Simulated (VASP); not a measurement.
Runs of VASP 6.6.1 on Rh. It takes space group Im-3m (No. 229, cubic). The conventional cell has a = 3.022 Å, b = 3.022 Å, c = 3.022 Å, α = 90.00°, β = 90.00°, γ = 90.00°. Around Rh (site symmetry m-3m) lie 8 Rh at 2.62 Å. This isn't the form of Rh at room conditions, which is fcc.

```csv
task,level,potentials or basis,cell,k mesh,cutoff (eV),mesh quality,gap on the mesh (eV),pressure (GPa),relaxed volume (Å³/atom)
relaxation of cell and atoms,PBEsol,"VASP PAW PBE potentials, release 64 (Rh_pv)",relaxed,20 × 20 × 20,300,not flagged,none,0.0,(b)
relaxation of cell and atoms,PBEsol,"VASP PAW PBE potentials, release 64 (Rh_pv)",relaxed,8 × 8 × 8,600,coarse,none,0.0,13.88
relaxation of cell and atoms,RPBE,"VASP PAW PBE potentials, release 64 (Rh_pv)",relaxed,20 × 20 × 20,600,not flagged,none,0.0,14.75
relaxation of cell and atoms,LDA,"VASP PAW LDA potentials, release 64 (Rh_pv)",relaxed,20 × 20 × 20,600,not flagged,none,0.0,13.62
relaxation of cell and atoms,PBEsol,"VASP PAW PBE potentials, release 64 (Rh)",relaxed,20 × 20 × 20,580,not flagged,none,0.0,13.83
single point,PBEsol,"VASP PAW PBE potentials, release 64 (Rh_pv)",as given,20 × 20 × 20,520,not flagged,none,(a),-
relaxation of cell and atoms,PBEsol,"VASP PAW PBE potentials, release 64 (Rh_pv)",relaxed,20 × 20 × 20,600,not flagged,none,0.0,13.88
```

Alike in all rows: no spin polarisation; smearing gaussian 0.1 eV.

Fill in the values left out.

(a) 1.8; (b) 13.86.

Caveats: some runs use coarse meshes; the PAW data sets were made with another functional, which shifts forces and pressure a little (some runs); the cutoff is under 1.25 times the usual one of these potentials, so pressure, stress and relaxed cells hold a basis-set (Pulay) error (some runs).

A k mesh can miss the band edges, and the runs leave out spin-orbit coupling on Rh.

A gap of «none» marks a metal or a gap under the smearing width.

The runs don't all hold the same shells in valence.

Runs at the PBE level aren't shown here.
